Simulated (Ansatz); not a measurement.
## W: what relativity and spin–orbit coupling change

```
W
1.0
     0.00000    2.03000    2.03000
     2.03000    0.00000    2.03000
     2.03000    2.03000    0.00000
W
1
Cartesian
  0.0000 0.0000 0.0000
```

The geometry is COD entry 1534935, unchecked; take it as a test cell.

One fixed cell is solved with PBE by LAPW (all electrons) in Ansatz 0.2.0 under different relativistic treatments. Pressure is positive in compression.

Numerical set-up: a Γ-centred 14×14×14 k mesh, Fermi–Dirac smearing of 0.05 eV, basis error target 0.25 meV/atom, no spin polarisation.

| setting | P (GPa) |
| --- | --- |
| scalar-relativistic | -4.57 |
| non-relativistic | ? |
| with spin–orbit coupling | ? |
| scalar-relativistic, point nuclei | -4.59 |

Q: Give the missing entry: row "non-relativistic", column "P (GPa)".

A: 8.71.

Q: What belongs in the row "with spin–orbit coupling", column "P (GPa)"?

A: -3.64.
